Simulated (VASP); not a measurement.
# Ca (P6/mmm) in VASP: notebook, part 2 of 2

VASP 6.6.1. Earlier steps stand in the parts before.

**3. Single point, RPBE**

This run uses another cell than the first one, of 39.59 Å³/atom, 0.880 times its volume.

File INCAR:

```
SYSTEM = Ca
  PREC = Accurate
  ENCUT = 520
  EDIFF = 1E-6
  ISMEAR = -1
  SIGMA = 0.1
  LREAL = .False.
  LASPH = .True.
  NELM = 100
  ALGO = Fast
  ISIF = 2
  LWAVE = .False.
  LCHARG = .False.
  GGA = RP
  NBANDS = 22
```

File KPOINTS:

```
Automatic mesh
0
Gamma
  7 7 9
  0 0 0
```

File POSCAR:

```
Ca
1.0
    6.1205552013      0.0000000000      0.0000000000
   -3.0602776007      5.3005562896      0.0000000000
    0.0000000000      0.0000000000      3.6606257615
Ca
3
Direct
    0.0000000000      0.0000000000      0.0000000000
    0.3333333333      0.6666666667      0.5000000000
    0.6666666667      0.3333333333      0.5000000000
```

Potentials or basis: VASP PAW PBE potentials, release 64 (Ca_sv).

Started as:

```
> cat potpaw_PBE.64/Ca_sv/POTCAR > POTCAR
> mpirun -np 1 vasp_std > vasp.out
```

OUTCAR:

```text
SYSTEM = Ca
   PREC = Accurate
   ENCUT = 520
   EDIFF = 1E-6
   ISMEAR = -1
   LREAL = .False.
   LASPH = .True.
   NELM = 100
   ISIF = 2
   GGA = RP

 ion  position               nearest neighbor table
   1  0.000  0.000  0.000-
   2  0.333  0.667  0.500-
   3  0.667  0.333  0.500-

  LATTYP: Found a hexagonal cell.
 ALAT       =     6.1205552013
 C/A-ratio  =     0.5980872063

  Lattice vectors:

 A1 = (   6.1205552013,   0.0000000000,   0.0000000000)
 A2 = (  -3.0602776007,   5.3005562896,   0.0000000000)
 A3 = (   0.0000000000,   0.0000000000,   3.6606257615)

Analysis of symmetry for initial positions (statically):
=====================================================================
 Subroutine PRICEL returns:
 Original cell was already a primitive cell.

 Routine SETGRP: Setting up the symmetry group for a
 hexagonal supercell.

 Subroutine GETGRP returns: Found 24 space group operations
 (whereof 24 operations were pure point group operations)
 out of a pool of 24 trial point group operations.

The static configuration has the point symmetry D_6h.

Analysis of symmetry for dynamics (positions and initial velocities):
=====================================================================
 Subroutine PRICEL returns:
 Original cell was already a primitive cell.

 Routine SETGRP: Setting up the symmetry group for a
 hexagonal supercell.

 Subroutine GETGRP returns: Found 24 space group operations
 (whereof 24 operations were pure point group operations)
 out of a pool of 24 trial point group operations.

The dynamic configuration has the point symmetry D_6h.

 Subroutine INISYM returns: Found 24 space group operations
 (whereof 24 operations are pure point group operations),
 and found     1 'primitive' translations

----------------------------------------------------------------------------------------
[... 112 lines left out ...]
   IALGO  =     68    algorithm
   IMIX   =      4    mixing-type and parameters
     AMIX     =   0.40;   BMIX     =  1.00
     AMIX_MAG =   1.60;   BMIX_MAG =  1.00
  volume/ion in A,a.u.               =      39.59       267.14
  Fermi-wavevector in a.u.,A,eV,Ry     =   1.034886  1.955652 14.571704  1.070990
  Thomas-Fermi vector in A             =   2.169203
   LORBIT       =      0    0 simple, 1 ext, 2 COOP (PROOUT), +10 PAW based schemes
   GGA     = RP    functional components
   LHFCALC =     F    Hartree Fock is set to
   AEXX    =    0.0000 exact exchange contribution
   IVDW    =     0    specifies the selected vdW correction
   LEPSILON=     F    determine dielectric tensor
   LRPA    =     F    only Hartree local field effects (RPA)
 non-spin polarized calculation
 RMM-DIIS sequential band-by-band and
  energy-cutoff  :      520.00
  volume of cell :      118.76
 maximum number of plane-waves:      3230
 NGX is ok and might be reduce to    48
   NGX = 23   NGY = 23   NGZ = 13

 number of electron      30.0000007 magnetization

 Free energy of the ion-electron system (eV)
  ---------------------------------------------------
  ext. energy  EPLUGINS =         0.00000000
  ---------------------------------------------------
  free energy    TOTEN  =        -5.04091385 eV

  energy without entropy =       -4.88737319  energy(sigma->0) =       -4.96414352

 E-fermi :   2.3559     XC(G=0):  -7.8060

 val. band max:        2.3490676341   @ k =   0.2857   0.0000   0.1111
 cond. band min:       2.3615227951   @ k =   0.2857   0.0000   0.2222
 fundamental gap:      0.0124551610
 Fermi energy:         2.3558739969

 k-point     1 :       0.0000    0.0000    0.0000
  band No.  band energies     occupation
      1     -39.6941      2.00000
      2     -39.6687      2.00000
      3     -39.5933      2.00000
      4     -20.6971      2.00000
      5     -20.6971      2.00000
      6     -20.5915      2.00000
[... 589 lines left out ...]
     21       4.2503      0.00000
     22       4.7682      0.00000

 [... further k-points ...]

------------------------ aborting loop because EDIFF is reached ----------------------------------------

  FORCE on cell =-STRESS in cart. coord.  units (eV):
  Direction    XX          YY          ZZ          XY          YZ          ZX
  --------------------------------------------------------------------------------------
  -------------------------------------------------------------------------------------
  Total        1.9250572      1.9250572      1.6913048     -0.0000000      0.0000000      0.0000000
  in kB       25.9708771     25.9708771     22.8173319     -0.0000000      0.0000000      0.0000000
  external PRESSURE =      24.9196954 kB  Pullay stress =       0.0000000 kB

 VOLUME and BASIS-vectors are now :
 -----------------------------------------------------------------------------
  energy-cutoff  :      520.00
  volume of cell :      118.76
      direct lattice vectors                 reciprocal lattice vectors
     6.120555201  0.000000000  0.000000000     0.163383871  0.094329722  0.000000000
    -3.060277601  5.300556290  0.000000000     0.000000000  0.188659444  0.000000000
     0.000000000  0.000000000  3.660625761     0.000000000  0.000000000  0.273177338

 POSITION                                       TOTAL-FORCE (eV/Angst)
 -----------------------------------------------------------------------------------
      0.00000      0.00000      0.00000         0.000000      0.000000      0.000000
     -0.00000      3.53370      1.83031         0.000000      0.000000      0.000000
      3.06028      1.76685      1.83031        -0.000000      0.000000      0.000000
 -----------------------------------------------------------------------------------
    total drift:                               -0.000000      0.000000     -0.000000

  FREE ENERGIE OF THE ION-ELECTRON SYSTEM (eV)
  ---------------------------------------------------
  free  energy   TOTEN  =        -5.0409138534 eV

  energy  without entropy=       -4.8873731890  energy(sigma->0) =       -4.96414352
```

OSZICAR:

```text
N       E                     dE             d eps       ncg     rms          rms(c)
DAV:   1     0.281363586797E+03    0.28136E+03   -0.14688E+04  1760   0.125E+03
DAV:   2     0.993789198459E+01   -0.27143E+03   -0.26709E+03  1916   0.371E+02
DAV:   3    -0.395170732347E+01   -0.13890E+02   -0.13474E+02  3316   0.636E+01
DAV:   4    -0.503792170212E+01   -0.10862E+01   -0.10784E+01  2792   0.156E+01
DAV:   5    -0.506988780703E+01   -0.31966E-01   -0.31947E-01  2606   0.280E+00    0.394E+00
RMM:   6    -0.504243227497E+01    0.27456E-01   -0.50365E-02  1976   0.201E+00    0.245E+00
RMM:   7    -0.504024578318E+01    0.21865E-02   -0.10020E-01  2175   0.307E+00    0.213E-01
RMM:   8    -0.503973175843E+01    0.51402E-03   -0.30052E-02  2292   0.147E+00    0.830E-02
RMM:   9    -0.504056836285E+01   -0.83660E-03   -0.95786E-03  2625   0.696E-01    0.571E-02
RMM:  10    -0.504079302096E+01   -0.22466E-03   -0.21573E-03  2574   0.282E-01    0.642E-02
RMM:  11    -0.504085628517E+01   -0.63264E-04   -0.97894E-04  2651   0.208E-01    0.338E-02
RMM:  12    -0.504088791129E+01   -0.31626E-04   -0.33177E-04  2954   0.844E-02    0.188E-02
RMM:  13    -0.504090432052E+01   -0.16409E-04   -0.12585E-04  2824   0.368E-02    0.404E-03
RMM:  14    -0.504090976173E+01   -0.54412E-05   -0.45552E-05  2584   0.217E-02    0.115E-03
RMM:  15    -0.504091213057E+01   -0.23688E-05   -0.24273E-05  2183   0.138E-02    0.750E-04
RMM:  16    -0.504091403570E+01   -0.19051E-05   -0.93034E-06  1934   0.957E-03    0.197E-03
RMM:  17    -0.504091385337E+01    0.18232E-06   -0.48318E-06  1771   0.706E-03
   1 F= -.50409139E+01 E0= -.49641435E+01  d E =-.153541E+00
```

stdout:

```text
POSCAR found type information on POSCAR Ca
 POSCAR found :  1 types and       3 ions
 scaLAPACK will be used
 -----------------------------------------------------------------------------
|                                                                             |
|                                                                             |
|     You enforced a specific xc type in the INCAR file but a different       |
|     I HOPE YOU KNOW WHAT YOU ARE DOING!                                     |
|                                                                             |
 -----------------------------------------------------------------------------

 LDA part: xc-table for (Slater+PW92), standard interpolation
 POSCAR, INCAR and KPOINTS ok, starting setup
 FFT: planning ... GRIDC
 FFT: planning ... GRID_SOFT
 FFT: planning ... GRID
 WAVECAR not read
 entering main loop
WARNING in EDDRMM: call to ZHEGV failed, returncode =   6  3     13
WARNING in EDDRMM: call to ZHEGV failed, returncode =   8  4      4
WARNING in EDDRMM: call to ZHEGV failed, returncode =   8  4     17
WARNING in EDDRMM: call to ZHEGV failed, returncode =   6  3     16
WARNING in EDDRMM: call to ZHEGV failed, returncode =   6  3     13
```

It took 2.3 min on 1 thread of Intel Xeon Platinum 8488C (Sapphire Rapids), shared host; peak memory 0.28 GiB.

What came out:

```
Free energy            : -5.0409 eV
Pressure               : 2.5 GPa
Band gap on the k mesh : none (metal or under the smearing width)
```

Levels at points of the mesh, in eV from the Fermi level:
```csv
k point,band 13,band 14,band 15,band 16,band 17,band 18
"(0.00, 0.00, 0.00)",-4.15,0.14,0.14,0.14,0.18,0.18
```

Caveat: the PAW data sets were made with another functional, which shifts forces and pressure a little.

**4. Single point, RPBE**

This run uses another cell than the first one, of 41.39 Å³/atom, 0.920 times its volume.

File INCAR:

```
PREC     = Accurate       # precision mode
ENCUT    = 520            # plane-wave cutoff, eV
EDIFF    = 1E-6           # SCF threshold, eV
ISMEAR   = -1             # smearing method
SIGMA    = 0.1            # smearing width, eV
LREAL    = False          # projectors in reciprocal space
LASPH    = True           # aspherical terms in the spheres
NELM     = 80             # most SCF steps
ALGO     = Fast           # electronic algorithm
ISIF     = 2              # what is computed and relaxed
LWAVE    = False          # write WAVECAR
LCHARG   = True           # write CHGCAR
GGA      = RP             # functional
LELF     = True           # ELF
LVHAR    = True         
NBANDS   = 22             # bands
```

File KPOINTS:

```
Automatic mesh
0
Gamma
  7 7 9
```

File POSCAR:

```
Ca
1.0
    6.2119202414      0.0000000000      0.0000000000
   -3.1059601207      5.3796807354      0.0000000000
    0.0000000000      0.0000000000      3.7152700231
Ca
3
Direct
    0.0000000000      0.0000000000      0.0000000000
    0.3333333333      0.6666666667      0.5000000000
    0.6666666667      0.3333333333      0.5000000000
```

Started as:

```
> cat potpaw_PBE.64/Ca_sv/POTCAR > POTCAR
> mpirun -np 1 vasp_std > vasp.out
```

Run time: 2.6 min. Hardware: 1 thread of Intel Xeon Platinum 8488C (Sapphire Rapids), shared host; peak memory 0.28 GiB.

The run converged. Its results:

| Quantity | Value |
| --- | --- |
| Free energy | -5.1094 eV |
| Pressure | 1.5 GPa |
| Band gap on the k mesh | none (metal or under the smearing width) |

Stress tensor (GPa, compression positive):
```
1.59 0.00 0.00
0.00 1.59 0.00
0.00 0.00 1.38
```

Levels at points of the mesh, in eV from the Fermi level:
```csv
k point,band 13,band 14,band 15,band 16,band 17,band 18
"(0.00, 0.00, 0.00)",-4.07,0.14,0.14,0.15,0.17,0.17
```

Caveat: the PAW data sets were made with another functional, which shifts forces and pressure a little.

**5. The runs side by side**

```csv
cell,k mesh,further INCAR settings,gap on the mesh (eV),pressure (GPa)
"P6/mmm, 44.98 Å³/atom",8 × 8 × 11,ALGO = Fast; EDIFF = 1e-07; NBANDS = 22,none,0.0
"P6/mmm, 39.59 Å³/atom",7 × 7 × 9,ALGO = Fast; EDIFF = 1e-06; NBANDS = 22,none,2.5
"P6/mmm, 41.39 Å³/atom",7 × 7 × 9,ALGO = Fast; EDIFF = 1e-06; NBANDS = 22,none,1.5
```

Alike in all rows: task single point; level RPBE; potentials or basis VASP PAW PBE potentials, release 64 (Ca_sv); no spin polarisation; cutoff (eV) 520; smearing fermi-dirac 0.1 eV.

Every run on the cell as given and a fine mesh finds a metal.

Caveats: the PAW data sets were made with another functional, which shifts forces and pressure a little.

Absolute energies hang on the potentials; compare differences alone.
